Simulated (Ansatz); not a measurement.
# AlFe at several levels of theory

One geometry, relaxed with PBE, and single points on it; plane waves with PAW potentials in Ansatz, scalar-relativistic unless the row names spin-orbit coupling. Collinear spin, ending at 0.7 μB a primitive cell. Meshes are on the primitive cell of 2 atoms. Gaps are the least over mesh and band path; pressure is positive in compression. Smearing is Gaussian, 0.10 eV.

Space group Pm-3m (No. 221). a = 2.874 Å, b = 2.874 Å, c = 2.874 Å, α = 90.00°, β = 90.00°, γ = 90.00°
```json
{"atom": "Al", "site": "1a", "symmetry": "m-3m", "x": "0.0000", "y": "0.0000", "z": "0.0000"}
{"atom": "Fe", "site": "1b", "symmetry": "m-3m", "x": "0.5000", "y": "0.5000", "z": "0.5000"}
```

```json
{"level": "PBE", "cutoff (eV)": "420", "k mesh": "14×14×14", "gap (eV)": "0", "pressure (GPa)": "0.0", "largest moment (μB)": "0.70", "rough cost with bands (core-min)": "0.4"}
```

Q: What do r2SCAN, PBEsol give on the same cell?

A:
```csv
level,cutoff (eV),k mesh,gap (eV),pressure (GPa),largest moment (μB),rough cost with bands (core-min)
r2SCAN,500,14×14×14,0,-4.5,0.87,10
PBEsol,420,14×14×14,0,-5.5,0.70,0.4
```

The state reached may not be the lowest one. Only parallel moments were tried here.